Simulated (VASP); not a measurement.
# Pd (Fd-3m) in VASP: notebook

The runs below take Pd through single point, with LDA.

All numbers are computed with VASP 6.6.1; they aren't measurements. Logs are shortened: lines on timing, memory, paths and dates and some standing lists are left out, and cuts for length are marked.

**1. The structure**

Symmetry: Fd-3m, No. 227, cubic system. The conventional cell has a = 5.618 Å, b = 5.618 Å, c = 5.618 Å, α = 90.00°, β = 90.00°, γ = 90.00°. Pd (site symmetry -43m) is surrounded by 4 Pd at 2.43 Å.

This isn't the form of Pd at room conditions, which is fcc.

**2. Single point, LDA**

The input, INCAR:

```
ALGO = Fast ; EDIFF = 1E-6
ENCUT = 520 ; ISIF = 2
ISMEAR = -1 ; LASPH = True
LCHARG = False ; LREAL = False
LWAVE = False ; NBANDS = 17
NELM = 60 ; PREC = Accurate
SIGMA = 0.1
```

The input, KPOINTS:

```
k-points
0
Gamma
  11 11 11
```

The input, POSCAR:

```
Pd
1.0
    0.0000000000      2.8091345367      2.8091345367
    2.8091345367      0.0000000000      2.8091345367
    2.8091345367      2.8091345367      0.0000000000
Pd
2
Direct
    0.1250000000      0.1250000000      0.1250000000
    0.8750000000      0.8750000000      0.8750000000
```

Potentials or basis: VASP PAW LDA potentials, release 64 (Pd).

Launch:

```
cat potpaw_LDA.64/Pd/POTCAR > POTCAR
mpirun -np 1 vasp_std > vasp.out
```

OUTCAR:

```text
EDIFF = 1E-6
   ENCUT = 520
   ISIF = 2
   ISMEAR = -1
   LASPH = True
   LREAL = False
   NELM = 60
   PREC = Accurate

 ion  position               nearest neighbor table
   1  0.125  0.125  0.125-   2 2.43   2 2.43   2 2.43   2 2.43
   2  0.875  0.875  0.875-   1 2.43   1 2.43   1 2.43   1 2.43

  LATTYP: Found a face centered cubic cell.
 ALAT       =     5.6182690734

  Lattice vectors:

 A1 = (   0.0000000000,   2.8091345367,   2.8091345367)
 A2 = (   2.8091345367,   0.0000000000,   2.8091345367)
 A3 = (   2.8091345367,   2.8091345367,   0.0000000000)

Analysis of symmetry for initial positions (statically):
=====================================================================
 Subroutine PRICEL returns:
 Original cell was already a primitive cell.

 Routine SETGRP: Setting up the symmetry group for a
 face centered cubic supercell.

 Subroutine GETGRP returns: Found 48 space group operations
 (whereof 12 operations were pure point group operations)
 out of a pool of 48 trial point group operations.

The static configuration has the point symmetry D_3d.
 The point group associated with its full space group is O_h .

Analysis of symmetry for dynamics (positions and initial velocities):
=====================================================================
 Subroutine PRICEL returns:
 Original cell was already a primitive cell.

 Routine SETGRP: Setting up the symmetry group for a
 face centered cubic supercell.

 Subroutine GETGRP returns: Found 48 space group operations
 (whereof 12 operations were pure point group operations)
 out of a pool of 48 trial point group operations.

The dynamic configuration has the point symmetry D_3d.
 The point group associated with its full space group is O_h .

 Subroutine INISYM returns: Found 48 space group operations
 (whereof 12 operations are pure point group operations),
 and found     1 'primitive' translations

----------------------------------------------------------------------------------------

                                     Primitive cell

  volume of cell :      44.3351

  direct lattice vectors                    reciprocal lattice vectors
     0.000000000  2.809134537  2.809134537    -0.177990763  0.177990763  0.177990763
     2.809134537  0.000000000  2.809134537     0.177990763 -0.177990763  0.177990763
     2.809134537  2.809134537  0.000000000     0.177990763  0.177990763 -0.177990763

  length of vectors
     3.972716160  3.972716160  3.972716160     0.308289045  0.308289045  0.308289045

  position of ions in fractional coordinates (direct lattice)
     0.125000000  0.125000000  0.125000000
     0.875000000  0.875000000  0.875000000

  ion indices of the primitive-cell ions
   primitive index   ion index
                 1           1
                 2           2

----------------------------------------------------------------------------------------

 KPOINTS: k-points

Automatic generation of k-mesh.
 Grid dimensions read from file:
 generate k-points for:   11   11   11

 Generating k-lattice:

  Cartesian coordinates                     Fractional coordinates (reciprocal lattice)
    -0.016180978  0.016180978  0.016180978     0.090909091  0.000000000  0.000000000
     0.016180978 -0.016180978  0.016180978     0.000000000  0.090909091  0.000000000
     0.016180978  0.016180978 -0.016180978     0.000000000  0.000000000  0.090909091

  Length of vectors
     0.028026277  0.028026277  0.028026277

  Shift w.r.t. Gamma in fractional coordinates (k-lattice)
     0.000000000  0.000000000  0.000000000

 Subroutine IBZKPT returns following result:
 ===========================================

 Found     56 irreducible k-points:

 Following reciprocal coordinates:
            Coordinates               Weight
  0.000000  0.000000  0.000000      1.000000
  0.090909  0.000000  0.000000      8.000000
  0.181818  0.000000  0.000000      8.000000
  0.272727  0.000000  0.000000      8.000000
  0.363636  0.000000  0.000000      8.000000
  0.454545  0.000000  0.000000      8.000000
[... 16 lines left out ...]
 -0.272727  0.181818  0.000000     24.000000
 -0.181818  0.181818  0.000000     12.000000
 [... further k-points ...]
   k-points           NKPTS =     56   k-points in BZ     NKDIM =     56   number of bands    NBANDS=     17
   number of dos      NEDOS =    301   number of ions     NIONS =      2
   total plane-waves  NPLWV =  27000
   dimension x,y,z NGX =    30 NGY =   30 NGZ =   30
   dimension x,y,z NGXF=    60 NGYF=   60 NGZF=   60
   ions per type =               2
   NGX,Y,Z   is equivalent  to a cutoff of  12.55, 12.55, 12.55 a.u.
   NGXF,Y,Z  is equivalent  to a cutoff of  25.11, 25.11, 25.11 a.u.
 SYSTEM =  unknown system
   PREC   = accura    normal or accurate (medium, high low for compatibility)
   ISTART =      0    job   : 0-new  1-cont  2-samecut
   ICHARG =      2    charge: 1-file 2-atom 10-const
   ISPIN  =      1    spin polarized calculation?
   LNONCOLLINEAR =      F non collinear calculations
   LSORBIT =      F    spin-orbit coupling
   LASPH  =      T    aspherical Exc in radial PAW
   ENCUT  =  520.0 eV  38.22 Ry    6.18 a.u.   7.39  7.39  7.39*2*pi/ulx,y,z
   NELM   =     60;   NELMIN=  2; NELMDL= -5     # of ELM steps
   EDIFF  = 0.1E-05   stopping-criterion for ELM
   LREAL  =      F    real-space projection
   EDIFFG = 0.1E-04   stopping-criterion for IOM
   NSW    =      0    number of steps for IOM
   IBRION =     -1    ionic relax: 0-MD 1-quasi-New 2-CG
   NFREE  =      0    steps in history (QN), initial steepest desc. (CG)
   ISIF   =      2    stress and relaxation
   ISYM   =      2    0-nonsym 1-usesym 2-fastsym
   POTIM  = 0.5000    time-step for ionic-motion
   TEBEG  =    0.0;   TEEND  =   0.0 temperature during run
   PSTRESS=    0.0 pullay stress
   NELECT =      20.0000    total number of electrons
   NUPDOWN=      -1.0000    fix difference up-down
   EMIN   =  10.00;   EMAX   =-10.00  energy-range for DOS
   EFERMI =   0.00;   METHOD = LEGACY
   ISMEAR =    -1;   SIGMA  =   0.10  broadening in eV -4-tet -1-fermi 0-gaus
   EFERMI_NEDOS =   21; number of points for ismear=-14 and -15
   IALGO  =     68    algorithm
   IMIX   =      4    mixing-type and parameters
     AMIX     =   0.40;   BMIX     =  1.00
     AMIX_MAG =   1.60;   BMIX_MAG =  1.00
  volume/ion in A,a.u.               =      22.17       149.59
  Fermi-wavevector in a.u.,A,eV,Ry     =   1.255555  2.372654 21.448462  1.576418
  Thomas-Fermi vector in A             =   2.389306
   LORBIT       =      0    0 simple, 1 ext, 2 COOP (PROOUT), +10 PAW based schemes
   GGA     = CA    functional components
   LHFCALC =     F    Hartree Fock is set to
   AEXX    =    0.0000 exact exchange contribution
   IVDW    =     0    specifies the selected vdW correction
   LEPSILON=     F    determine dielectric tensor
   LRPA    =     F    only Hartree local field effects (RPA)
 non-spin polarized calculation
 RMM-DIIS sequential band-by-band and
  energy-cutoff  :      520.00
  volume of cell :       44.34
 maximum number of plane-waves:      1243
 NGX is ok and might be reduce to    30
   NGX = 15   NGY = 15   NGZ = 15

 number of electron      20.0000005 magnetization

 Free energy of the ion-electron system (eV)
  ---------------------------------------------------
  ext. energy  EPLUGINS =         0.00000000
  ---------------------------------------------------
  free energy    TOTEN  =       -10.27321723 eV

  energy without entropy =      -10.10347833  energy(sigma->0) =      -10.18834778

 E-fermi :   4.6915     XC(G=0): -10.8397

 val. band max:        4.6872304012   @ k =   0.4545   0.1818   0.0909
 cond. band min:       4.6964170798   @ k =   0.2727   0.1818   0.0909
 fundamental gap:      0.0091866786
 Fermi energy:         4.6915043435

 k-point     1 :       0.0000    0.0000    0.0000
  band No.  band energies     occupation
      1      -0.3918      2.00000
      2       0.8609      2.00000
      3       0.8609      2.00000
      4       1.0360      2.00000
      5       1.0360      2.00000
      6       1.0360      2.00000
[... 9 lines left out ...]
     16      17.3736      0.00000
     17      17.4337      0.00000

 k-point     2 :       0.0909    0.0000    0.0000
  band No.  band energies     occupation
      1      -0.2633      2.00000
      2       0.7682      2.00000
      3       0.7682      2.00000
      4       1.0383      2.00000
      5       1.1644      2.00000
      6       1.1644      2.00000
[... 9 lines left out ...]
     16      17.8595      0.00000
     17      18.2407      0.00000

 k-point     3 :       0.1818    0.0000    0.0000
  band No.  band energies     occupation
      1       0.0908      2.00000
      2       0.6868      2.00000
      3       0.6868      2.00000
      4       1.0597      2.00000
      5       1.3237      2.00000
      6       1.3237      2.00000
[... 9 lines left out ...]
     16      18.3406      0.00000
     17      18.6136      0.00000

 k-point     4 :       0.2727    0.0000    0.0000
  band No.  band energies     occupation
      1       0.5332      2.00000
      2       0.6825      2.00000
      3       0.6825      2.00000
      4       1.1460      2.00000
      5       1.3814      2.00000
      6       1.3814      2.00000
[... 9 lines left out ...]
     16      18.2166      0.00000
     17      18.2364      0.00000

 k-point     5 :       0.3636    0.0000    0.0000
  band No.  band energies     occupation
      1       0.7551      2.00000
      2       0.7551      2.00000
      3       0.8184      2.00000
      4       1.2806      2.00000
      5       1.3065      2.00000
      6       1.3065      2.00000
[... 9 lines left out ...]
     16      17.9190      0.00000
     17      17.9191      0.00000

 k-point     6 :       0.4545    0.0000    0.0000
  band No.  band energies     occupation
      1       0.8713      2.00000
      2       0.8713      2.00000
      3       0.9464      2.00000
      4       1.1692      2.00000
      5       1.1692      2.00000
      6       1.2933      2.00000
[... 9 lines left out ...]
     16      17.7639      0.00000
     17      17.7639      0.00000

 k-point     7 :       0.0909    0.0909    0.0000
  band No.  band energies     occupation
      1      -0.2188      2.00000
      2       0.6466      2.00000
      3       0.9287      2.00000
      4       1.0321      2.00000
      5       1.0321      2.00000
      6       1.2925      2.00000
[... 9 lines left out ...]
     16      17.3499      0.00000
     17      18.9828      0.00000

 k-point     8 :       0.1818    0.0909    0.0000
  band No.  band energies     occupation
      1       0.0663      2.00000
      2       0.5438      2.00000
      3       0.8805      2.00000
      4       1.0354      2.00000
      5       1.1609      2.00000
      6       1.4668      2.00000
[... 9 lines left out ...]
     16      16.8810      0.00000
     17      18.6940      0.00000
[... 203 lines left out ...]
      1       0.3738      2.00000
      2       0.8135      2.00000
      3       0.9576      2.00000
      4       1.3097      2.00000
      5       1.3650      2.00000
      6       1.8320      2.00000
[... 9 lines left out ...]
     16      17.3684      0.00000
     17      19.9533      0.00000

 k-point    20 :       0.4545    0.1818    0.0000
  band No.  band energies     occupation
      1       0.4089      2.00000
      2       0.8384      2.00000
      3       0.8976      2.00000
      4       1.4469      2.00000
      5       1.4879      2.00000
      6       1.7497      2.00000
[... 9 lines left out ...]
     16      18.8609      0.00000
     17      19.8024      0.00000

 k-point    21 :      -0.4545    0.1818    0.0000
  band No.  band energies     occupation
      1       0.4426      2.00000
      2       0.7743      2.00000
      3       0.9298      2.00000
      4       1.5059      2.00000
      5       1.5816      2.00000
      6       1.5962      2.00000
[... 9 lines left out ...]
     16      19.2912      0.00000
     17      19.4730      0.00000

 k-point    22 :      -0.3636    0.1818    0.0000
  band No.  band energies     occupation
      1       0.4950      2.00000
      2       0.6338      2.00000
      3       1.0605      2.00000
      4       1.3454      2.00000
      5       1.5318      2.00000
      6       1.7408      2.00000
[... 9 lines left out ...]
     16      19.0576      0.00000
     17      19.0968      0.00000

 k-point    23 :      -0.2727    0.1818    0.0000
  band No.  band energies     occupation
      1       0.5298      2.00000
      2       0.5752      2.00000
      3       1.0971      2.00000
      4       1.2306      2.00000
      5       1.3769      2.00000
      6       1.8257      2.00000
[... 9 lines left out ...]
     16      18.8393      0.00000
     17      18.8511      0.00000

 k-point    24 :      -0.1818    0.1818    0.0000
  band No.  band energies     occupation
      1       0.4967      2.00000
      2       0.5884      2.00000
      3       0.9674      2.00000
      4       1.0817      2.00000
      5       1.2703      2.00000
      6       1.7346      2.00000
[... 9 lines left out ...]
     16      18.4744      0.00000
     17      18.7481      0.00000

 [... further k-points ...]

------------------------ aborting loop because EDIFF is reached ----------------------------------------

  FORCE on cell =-STRESS in cart. coord.  units (eV):
  Direction    XX          YY          ZZ          XY          YZ          ZX
  --------------------------------------------------------------------------------------
  -------------------------------------------------------------------------------------
  Total       -0.0836280     -0.0836280     -0.0836280      0.0000000      0.0000000     -0.0000000
  in kB       -3.0221416     -3.0221416     -3.0221416      0.0000000      0.0000000     -0.0000000
  external PRESSURE =      -3.0221416 kB  Pullay stress =       0.0000000 kB

 VOLUME and BASIS-vectors are now :
 -----------------------------------------------------------------------------
  energy-cutoff  :      520.00
  volume of cell :       44.34
      direct lattice vectors                 reciprocal lattice vectors
     0.000000000  2.809134537  2.809134537    -0.177990763  0.177990763  0.177990763
     2.809134537  0.000000000  2.809134537     0.177990763 -0.177990763  0.177990763
     2.809134537  2.809134537  0.000000000     0.177990763  0.177990763 -0.177990763

 POSITION                                       TOTAL-FORCE (eV/Angst)
 -----------------------------------------------------------------------------------
      0.70228      0.70228      0.70228         0.000000     -0.000000     -0.000000
      4.91599      4.91599      4.91599        -0.000000      0.000000      0.000000
 -----------------------------------------------------------------------------------
    total drift:                               -0.000000      0.000000      0.000000

  FREE ENERGIE OF THE ION-ELECTRON SYSTEM (eV)
  ---------------------------------------------------
  free  energy   TOTEN  =       -10.2732172283 eV

  energy  without entropy=      -10.1034783312  energy(sigma->0) =      -10.18834778
```

Wall time 25 s (1 thread of Intel Xeon Platinum 8559C (Emerald Rapids), shared host); peak memory 0.16 GiB.

Results:

| Quantity | Value |
| --- | --- |
| Free energy | -10.2732 eV |
| Pressure | -0.3 GPa |
| Band gap on the k mesh | none (metal or under the smearing width) |

Levels at points of the mesh, in eV from the Fermi level:
```tsv
k point	band 8	band 9	band 10	band 11	band 12	band 13
(0.00, 0.00, 0.00)	-1.54	-1.54	-0.16	-0.16	12.26	12.26
```

[end of part 1 of 3]
